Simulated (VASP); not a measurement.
AgI (Iodargyrite):

```
CELL_PARAMETERS angstrom
4.59000 0.00000 0.00000
-2.29500 3.97506 0.00000
0.00000 0.00000 7.52000
ATOMIC_POSITIONS crystal
Ag 0.66667 0.33333 0.63000
Ag 0.33333 0.66667 0.13000
I 0.66667 0.33333 0.00000
I 0.33333 0.66667 0.50000
```

- Program: VASP 6.6.1
- Task: relaxation of cell and atoms
- Functional: LDA
- Potentials or basis: VASP PAW LDA potentials, release 64 (Ag, I)
- Cutoff: 600 eV
- k mesh: 9 × 9 × 4
- Occupations: gaussian, width 0.03 eV
- Spin: no spin polarisation

At the start: pressure -2.4 GPa; volume 34.30 Å³/atom.

Task: Where does the relaxation end?

Result: Over 13 steps the energy falls by 19.5 meV/atom and the volume is 31.94 Å³/atom (-6.9 %); space group P6_3mc (No. 186, to 0.05 Å).

The path:
```tsv
step	energy change (eV)	largest force (eV/Å)	pressure (GPa)	volume (Å³)
1	0.0000	0.0770	-2.43	137.21
2	-0.0764	0.0505	0.25	127.14
3	-0.0769	0.0538	0.01	127.82
4	-0.0769	0.0530	0.04	127.64
5	-0.0774	0.0182	0.07	127.66
6	-0.0774	0.0119	0.07	127.67
7	-0.0776	0.0102	0.02	127.91
8	-0.0775	0.0076	-0.08	128.30
9	-0.0775	0.0085	-0.11	128.16
10	-0.0776	0.0094	-0.05	128.03
11	-0.0777	0.0109	-0.05	128.04
12	-0.0778	0.0149	-0.05	128.06
13	-0.0779	0.0038	0.01	127.77
```

Final structure:
```
Ag I
1.0
     4.48077    0.00000    0.00000
    -2.24039    3.88046    0.00000
     0.00000    0.00000    7.34833
Ag I
2 2
Direct
  0.66667 0.33333 0.62808
  0.33333 0.66667 0.12808
  0.66667 0.33333 0.00192
  0.33333 0.66667 0.50192
```
